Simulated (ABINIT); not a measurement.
The system is HfO2.

```
Hf O
1.0
     5.21946    0.00000    0.00000
     0.00000    5.00476    0.00000
     0.00000    0.00000    5.03269
Hf O
4 8
Direct
  0.96699 0.73252 0.74144
  0.53301 0.73252 0.24144
  0.46699 0.26748 0.74144
  0.03301 0.26748 0.24144
  0.63213 0.92865 0.87927
  0.86787 0.92865 0.37927
  0.23395 0.53988 0.49229
  0.26605 0.53988 0.99229
  0.76605 0.46012 0.99229
  0.73395 0.46012 0.49229
  0.13213 0.07135 0.87927
  0.36787 0.07135 0.37927
```

Measurements of this composition are mostly on another form, of space group No. 14.

Base run:

* Program: ABINIT 10.8.3 (patched build)
* Functional: PBE
* Potentials or basis: JTH PAW PBE v2.0
* Cutoff: 626 eV
* k mesh: 5 × 6 × 5
* Occupations: fermi-dirac, width 0.05 eV
* Spin: no spin polarisation

Its results: band gap on the k mesh 4.45 eV, indirect (least direct gap 4.66 eV); pressure 6.7 GPa; largest force 0.085 eV/Å.

Task: The run is repeated on the same cell with these changes: functional from PBE to PBEsol; k mesh from 5 × 6 × 5 to 3 × 4 × 3. What comes out?

Result: Band gap on the k mesh 4.34 eV, indirect (least direct gap 4.56 eV); pressure -0.9 GPa; largest force 0.087 eV/Å.

Several settings changed at once, so the effect can't be laid on one alone.

Caveats: spin-orbit coupling is left out, which moves the levels of the heavy elements; an odd mesh through Γ misses points on the zone boundary, where band edges often lie (some runs); the PAW data sets were made with another functional, which shifts forces and pressure a little (some runs).

Not every run made on this cell is shown here.
